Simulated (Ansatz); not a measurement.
Runs of Ansatz 0.2.0 on TaN. The structure is cubic, space group Fm-3m (No. 225). Conventional cell: a = 4.423 Å, b = 4.423 Å, c = 4.423 Å, α = 90.00°, β = 90.00°, γ = 90.00°. Around Ta (site symmetry m-3m) lie 6 N at 2.21 Å. Around N (site symmetry m-3m) lie 6 Ta at 2.21 Å. The cell comes from a database or a generator and needn't be the stable form of this composition.

```csv
task,level,potentials or basis,spin,U,cell,k mesh,cutoff (eV),smearing,mesh quality,gap on the mesh (eV),pressure (GPa),relaxed volume (Å³/atom)
relaxation of cell and atoms,PBE,"all-electron LAPW, scalar-relativistic",off,-,relaxed,10 × 10 × 10,-,fermi-dirac 0.05 eV,not flagged,-,0.0,10.77
single point,PBE,"all-electron LAPW, scalar-relativistic",off,-,as given,10 × 10 × 10,355,gaussian 0.014 eV,not flagged,none,-1.2,-
relaxation of cell and atoms,revPBE,"all-electron LAPW, scalar-relativistic",off,-,relaxed,10 × 10 × 10,-,fermi-dirac 0.05 eV,not flagged,-,0.0,10.89
density of states,PBEsol+U,"all-electron LAPW, relativistic spinors","SOC, no magnetisation",Ta d U = 4 eV,volume scaled by 0.8,7 × 7 × 7,420,fermi-dirac 0.02 eV,coarse,none,106.4,-
single point,PBE,"all-electron LAPW, scalar-relativistic",off,-,as given,10 × 10 × 10,355,gaussian 0.023 eV,not flagged,none,-1.2,-
single point,PBE,"all-electron LAPW, scalar-relativistic",off,-,as given,10 × 10 × 10,355,gaussian 0.024 eV,not flagged,none,-1.2,-
band structure,LDA,"all-electron LAPW, relativistic spinors","SOC, no magnetisation",-,as given,7 × 7 × 7,355,fermi-dirac 0.05 eV,coarse,-,(b),-
single point,BLYP+D3(BJ),"all-electron LAPW, relativistic spinors","SOC, no magnetisation",-,cell strained at random at fixed volume,7 × 7 × 7,362,tetrahedron,coarse,none,(a),-
```

Alike in all rows: basis error allowed 0.001 eV/atom.

**Question.** Estimate the missing entries.

**Answer.** (a) -6.4; (b) -17.2.

Caveats: some runs use coarse meshes; the k mesh is thin for a metal, which can move the energy by tens of meV per atom (some runs); the cell as given lies far from equilibrium (some runs); U is the effective U less J, on atomic orbitals that reach past the spheres (some runs); U without spin polarisation on a metal has little footing (some runs); so large a pressure means that the cell lies far from this level's equilibrium, or that cutoff or potentials fall short (some runs); pairwise dispersion overbinds metals, which lowers pressure and volume (some runs); with tetrahedron occupations forces and stress needn't match the slope of the energy (some runs).

A k mesh can miss the band edges, and rows without SOC leave out spin-orbit coupling on Ta.

A gap of «none» marks a metal or a gap under the smearing width.

The runs don't all hold the same shells in valence.
